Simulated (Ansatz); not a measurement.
# Sn (I4/mmm) in Ansatz: a series of runs

The runs below take Sn through single point, with PBE.

Everything below comes from runs of Ansatz 0.2.0. Logs are shortened: lines on timing, memory, paths and dates and some standing lists are left out, and cuts for length are marked.

### 1 Starting point

The structure is tetragonal, space group I4/mmm (No. 139). The conventional cell has a = 4.058 Å, b = 4.058 Å, c = 3.322 Å, α = 90.00°, β = 90.00°, γ = 90.00°. Sn (site symmetry 4/mmm) has 10 Sn at 3.32 Å as nearest neighbours.

This isn't the form of Sn at room conditions, which is tetragonal (white tin).

### 2 Single point, PBE

Contents of input.yaml:

```yaml
crystal:
  lattice:
    - [-2.029189411, 2.029189411, 1.6607599896]
    - [2.029189411, -2.029189411, 1.6607599896]
    - [2.029189411, 2.029189411, -1.6607599896]
  atoms:
    - { symbol: Sn, position: [0.0, 0.0, 0.0] }
hamiltonian:
  xc: pbe
  pseudopotentials: { kind: paw }
kpoints:
  mp_grid: { grid: [10, 10, 10] }
scf:
  occupations: { method: gaussian, width: 0.015 }
output:
  forces: true
  stress: true
  eigenvalues: true
  write_density: true
  write_potential: true
  elf: true
  volumetric_format: npy
```

Potentials or basis: Ansatz PAW.

Command:

```bash
ansatz run input.yaml --threads 2 --pin off --max-ram 5632MiB --backend cpu --events-out ev --progress --plain --runs-dir out
```

The log of the run:

```text
Warning: RAYON_NUM_THREADS=2 ignored (pool sized by the plan → 2); use --threads N
Engine: ansatz 0.2.0, aarch64-unknown-linux-gnu
Pseudopotentials: kind: paw
Pseudopotential: Sn, paw, valence charge 14, recommended cutoff 420 eV (normal), Sn.paw.azcp
Functional definition: PBE
  parameter kappa = 0.804
  parameter beta = 0.06672455060314922
  exchange = pbe_x(kappa = kappa, mu = beta*pi^2/3)
  correlation = pbe_c(beta = beta)
Crystal: 1 atoms, lattice volume = 27.353 Å³
Basis set: ecut = 420 eV, 545 PW (Γ), exchange–correlation on 48×48×48 points (8 copies of the dense FFT grid, shifted against one another)
Bands: 11, of which v1, the nominal top of the filled ones, is band 7 counted from 1 (6 counted from 0)
Symmetry: 16 space group operations
Space group: I4/mmm (ITA 139), of the structure as read, at distance tolerance 3.0e-5 Å
k-points: 102 of 1000
Non-local potential: Sn, projectors of the file, l = 0: 2, l = 1: 2, l = 2: 2, l = 3: 2
PAW form: soft (Blöchl's): semilocal exchange-correlation on the pseudo side does not see the compensation charge
PAW one-centre angular grid: Sn, 590 points (default); XC on 64 Gauss nodes
Initial density: superposition of atomic densities (neutral atoms: chi_scale 0, normalization atom), corrected by the library's trained network
Initial wavefunctions: pseudopotential atomic-orbital guess
Functional: x = pbe(κ = 0.804, μ = 0.2195149727645171), c = pbe(β = 0.06672455060314922)
SCF iter   1: F=—  HF=-6024.142368 eV  |F-HF|=—  |Δ(HF+E_count)|=         —  Δρ=7.50e-4  dr2=1.26e-4  ethr=1.77e-3  ⟨swp⟩=6.0  Hψ=6684  notcnv=0
preconditioner: auto → none  [metal: Δε(μ)=0.010 eV  Ē_g=23.173 eV  σ=0.015 eV  W_gap=0.34  n_scr=4 (ndim 8)  ℏωp=26.6 eV  f_vac=0.000  D(μ)=2.18/eV (n_scr^D=18)  sad-step TF]
SCF iter   2: F=—  HF=-6024.141736 eV  |F-HF|=—  |Δ(HF+E_count)|=   6.32e-4  Δρ=5.34e-4  dr2=7.07e-5  ethr=9.01e-7  ⟨swp⟩=2.2  Hψ=2826  notcnv=0
SCF iter   3: F=—  HF=-6024.141749 eV  |F-HF|=—  |Δ(HF+E_count)|=   1.33e-5  Δρ=2.26e-4  dr2=1.13e-5  ethr=5.05e-7  ⟨swp⟩=2.2  Hψ=1831  notcnv=0
SCF iter   4: F=—  HF=-6024.141758 eV  |F-HF|=—  |Δ(HF+E_count)|=   9.09e-6  Δρ=6.88e-5  dr2=1.06e-6  ethr=8.09e-8  ⟨swp⟩=2.0  Hψ=1293  notcnv=0  defer=1
iter 5 did not close the SCF: its close was put off for the readings that it lacked (scf_convergence_deferred on its scf_iter line)
SCF iter   5: F=-6024.141757 eV  HF=-6024.141758 eV  |F-HF|=1.20e-7  |Δ(HF+E_count)|=   5.94e-7  Δρ=2.01e-5  dr2=8.20e-8  ethr=7.54e-9  ⟨swp⟩=2.0  Hψ=1619  notcnv=0  defer=1
SCF iter   6: F=-6024.141758 eV  HF=-6024.141758 eV  |F-HF|=3.14e-9  |Δ(HF+E_count)|=   5.40e-8  Δρ=3.50e-6  dr2=1.72e-9  ethr=5.86e-10  ⟨swp⟩=6.1  Hψ=6050  notcnv=0
SCF 1 converged in 6 iterations: F = -6024.141758 eV  dr2 = 1.72e-9
SCF converged after 6 iterations
Free energy (F): -6024.141758 eV
Harris-Foulkes:  -6024.141758 eV  (|F-HF|=3.14e-9)
Internal energy: -6024.141515 eV  (E = F + TS)
E sigma→0 (E₀):  -6024.141636 eV
Entropy (-TS):   -0.000242 eV (-0.242 meV/atom)
Fermi energy:    10.667071 eV
--- Per-component energies (eV) ---
  E_band       = -82.343541
  E_kinetic    = 185.947061
  E_local      = -831.837497  (includes V_loc(G=0)·N_el)
  E_nonlocal   = -32.677516
  E_hartree    = 522.730136
  E_xc         = -382.865415
  E_vxc        = -96.288855  (∫ρ·V_xc dr)
  E_paw        = -4134.880309  (= ΣΔE_a)
  E_vpaw       = -352.945364  (= ΣTr[D̂ρ^β])
  E_aug_tail   = -0.000000  (compensation charges beyond the density's cutoff)
  E_ewald      = -1350.557974
  E_smearing   = -0.000242  (= −TS)
  E_closure    = 0.000000  (closes the sum)
  Σ components = -6024.141758   (vs F -6024.141758, Δ=0.00e0)
--- Forces (eV/Å), atoms counted from 1 ---
  atom   1  Sn     0.00000000     0.00000000    -0.00000000
  max |Σ_I F_I| component: 7.89e-31 eV/Å
--- Stress (GPa, compression-positive) ---
        0.294372       0.000000       0.000000
        0.000000       0.294372       0.000000
        0.000000      -0.000000       1.819708
  P = ⅓ Tr σ = 0.8028 GPa (8.028 kbar)
--- Band table (eV; the first three rows and the last of 102) ---
  k-point 0: bands = ["-10.8334", "-10.7594", "-10.7594", "-10.7576", "-10.6420", "-0.3059", "17.5036", "17.5036", "20.0661", "20.9693", "22.1185"]
  k-point 1: bands = ["-10.8234", "-10.7617", "-10.7617", "-10.7446", "-10.6462", "-0.1182", "15.4718", "17.6393", "19.4825", "21.5859", "22.4280"]
  k-point 2: bands = ["-10.7990", "-10.7712", "-10.7677", "-10.7056", "-10.6572", "0.4439", "12.4799", "17.9853", "18.3824", "21.7678", "22.0060"]
  k-point 101: bands = ["-10.8693", "-10.8030", "-10.6163", "-10.6163", "-10.5841", "7.3384", "9.1732", "9.1732", "13.2618", "13.7884", "16.8202"]
```

It took 0.95 s on 2 threads of Arm Neoverse V2, shared host; peak memory 0.28 GiB.

What came out:

| Property | Result |
| --- | --- |
| Free energy | -6024.1418 eV |
| Pressure | 0.8 GPa |
| Band gap on the k mesh | none (metal or under the smearing width) |

Stress tensor (GPa, compression positive):
```
0.29 0.00 0.00
0.00 0.29 0.00
0.00 0.00 1.82
```

### 3 Single point, PBE

Edit input.yaml of step 2 so:

```diff
@@ -13,3 +13,3 @@
 scf:
-  occupations: { method: gaussian, width: 0.015 }
+  occupations: { method: gaussian, width: 0.016 }
 output:
@@ -18,5 +18 @@
   eigenvalues: true
-  write_density: true
-  write_potential: true
-  elf: true
-  volumetric_format: npy
```

Potentials or basis: Ansatz PAW.

Command:

```bash
ansatz run input.yaml --threads 2 --pin off --max-ram 5632MiB --backend cpu --events-out ev --progress --plain --runs-dir out
```

Wall time 0.7 s (2 threads of Arm Neoverse V2, shared host); peak memory 0.27 GiB.

Results (log left out):

| Quantity | Value |
| --- | --- |
| Free energy | -6024.1418 eV |
| Pressure | 0.8 GPa |
| Band gap on the k mesh | none (metal or under the smearing width) |

Stress tensor (GPa, compression positive):
```
0.30 0.00 0.00
0.00 0.30 0.00
0.00 0.00 1.81
```

Levels at points of the mesh, in eV from the Fermi level:
| k point | band 3 | band 4 | band 5 | band 6 | band 7 | band 8 | band 9 | band 10 | band 11 |
| --- | --- | --- | --- | --- | --- | --- | --- | --- | --- |
| (0.00, 0.00, 0.00) | -21.43 | -21.42 | -21.31 | -10.97 | 6.84 | 6.84 | 9.40 | 10.30 | 11.45 |
| (0.00, 0.00, -0.50) | -21.39 | -21.35 | -21.27 | -7.20 | -4.61 | 5.86 | 7.82 | 10.43 | 10.98 |
| (0.00, -0.50, 0.00) | -21.35 | -21.28 | -21.26 | -5.69 | -4.09 | 3.14 | 4.40 | 7.25 | 7.43 |
| (-0.50, -0.50, -0.50) | -21.28 | -21.28 | -21.25 | -3.33 | -1.49 | -1.49 | 2.59 | 3.12 | 6.15 |
